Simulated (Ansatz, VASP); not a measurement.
HfO2 in VASP and in Ansatz

The input INCAR:

```
  PREC = Accurate
  ENCUT = 520
  EDIFF = 1E-6
  ISMEAR = 0
  SIGMA = 0.05
  LREAL = F
  LASPH = T
  NELM = 60
  ALGO = Normal
  ISIF = 2
  LWAVE = F
  LCHARG = F
  GGA = PS
  NBANDS = 18
```

KPOINTS

```
regular mesh
0
Gamma
  8 8 8
```

The input POSCAR:

```
HfO2
1.0
    0.0000000000      2.4296250000      2.4935625000
    2.4296250000      0.0000000000      2.4935625000
    2.4296250000      2.4296250000      0.0000000000
Hf O
1 2
Direct
    0.0000000000      0.0000000000      0.0000000000
    0.2500000000      0.2500000000      0.2500000000
    0.7500000000      0.7500000000      0.7500000000
```

Input for Ansatz:

```yaml
crystal:
  lattice:
    - [0.0, 2.429625, 2.4935625]
    - [2.429625, 0.0, 2.4935625]
    - [2.429625, 2.429625, 0.0]
  atoms:
    - { symbol: Hf, position: [0.0, 0.0, 0.0] }
    - { symbol: O, position: [0.25, 0.25, 0.25] }
    - { symbol: O, position: [0.75, 0.75, 0.75] }
basis:
  ecutwfc: 420
kpoints:
  mp_grid: { grid: [8, 8, 8] }
hamiltonian:
  xc: pbesol
scf:
  occupations: { method: gaussian, width: 0.05 }
output:
  forces: true
  stress: true
  eigenvalues: true
```

Change from the starting cell: strain -0.050 along x and y, -0.025 along z, atoms carried along.

Alike in both runs: task single point; functional PBEsol; k mesh 8 × 8 × 8; occupations gaussian, width 0.05 eV; no spin polarisation.

```csv
,VASP,Ansatz
version,VASP 6.6.1,Ansatz 0.2.0
potentials or method,"VASP PAW PBE potentials, release 64 (Hf_pv, O)","scalar-relativistic, plane waves, PAW"
plane-wave cutoff (eV),520,420
valence electrons in the cell,22,38
```

VASP gave:

```
gap on the k mesh at the Fermi level (eV)       : 3.68
least direct gap on the mesh (eV)               : 3.79
pressure (GPa)                                  : 22.8
largest component of the traceless stress (GPa) : 9.23
```

Q: What did Ansatz give for the same quantities?

A: gap on the k mesh at the Fermi level (eV): 3.64; least direct gap on the mesh (eV): 3.74; pressure (GPa): 27.2; largest component of the traceless stress (GPa): 9.03.

The two sets of potentials don't hold the same shells in valence.

Caveats: so large a pressure means that the cell lies far from this level's equilibrium, or that cutoff or potentials fall short (VASP); the potentials were made for another functional, which shifts forces and pressure (VASP); spin-orbit coupling is left out, which moves the levels of the heavy elements. A k mesh can miss the band edges.
